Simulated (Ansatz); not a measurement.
The calculation used DFT PBE, scalar-relativistic, plane waves, PAW (Ansatz 0.2.0). All cells share a 420 eV cutoff and Γ-centred k meshes spaced at most about 0.3 Å⁻¹ (about 0.25 or finer for metals, 2π included). No spin polarisation.

All energies are static (0 K, no zero-point motion).

Compare these two cells of Zn2SnO3, each relaxed at this level.

A.

```xyz
6
Lattice="-1.7054 1.7054 7.4702 1.7054 -1.7054 7.4702 1.7054 1.7054 -7.4702" Properties=species:S:1:pos:R:3 pbc="T T T"
Zn    0.0000    0.0000   10.1356
Zn    0.0000    0.0000    4.8048
Sn    0.0000    0.0000    0.0000
O     0.0000    1.7054    3.7351
O     1.7054    0.0000    1.5889
O     1.7054    0.0000    5.8813
```

B.

```xyz
12
Lattice="5.1987 -2.8388 0.0000 5.1987 2.8388 0.0000 0.0000 0.0000 5.7629" Properties=species:S:1:pos:R:3 pbc="T T T"
Zn    6.9714    1.0040    5.7449
Zn    3.4260    1.0040    5.7449
Zn    6.9714   -1.0040    2.8635
Zn    3.4260   -1.0040    2.8635
Sn    5.1987    1.5793    2.9786
Sn    5.1987   -1.5793    0.0972
O     7.1394    0.8297    1.9849
O     3.2580    0.8297    1.9849
O     5.1987   -1.9970    2.7287
O     7.1394   -0.8297    4.8664
O     3.2580   -0.8297    4.8664
O     5.1987    1.9970    5.6101
```

Question: Which would you expect to be lower, and how large is the difference?

Answer: B is lower, by 52 meV/atom. A has Zn and Sn ordered on zinc blende sites, space group I-4m2 (No. 119), 14.5 Å³/atom and no gap on its mesh; B has Zn and Sn ordered on wurtzite sites, space group Cmc2_1 (No. 36), 14.2 Å³/atom and a gap of 1.42 eV. Counting O atoms around Sn and Zn (those within 1.25 times the shortest such distance or 1.15 times the sum of covalent radii), A has Zn 4, Sn 4 and B has Zn 4, Sn 3. In A, around Zn lie 4 O at 2.01–2.02 Å; Sn has 4 O at 2.33 Å; O on a site of symmetry -4m2 has 4 Zn at 2.01 Å; 1 more site not described. In B, Zn is surrounded by 4 O at 2.00–2.04 Å; Sn has 1 O at 2.12 Å, 2 O at 2.31 Å and 1 O at 2.66 Å; around O on a site of symmetry 1 lie 3 Zn at 2.00–2.04 Å and 1 Sn at 2.31 Å; 1 more site not described. Both come from invented guesses. The lowest form computed isn't among them: it has space group Cm (No. 8), 14.5 Å³/atom and lies 35 meV/atom below the best shown.

Kohn–Sham gaps at this level usually fall short of measured ones. The zero gap of I-4m2 may come from the functional, which often closes small gaps. Cells relaxed within their symmetry can be saddle points. Some types were kept out of the candidates beforehand, so the set may lack a known form.
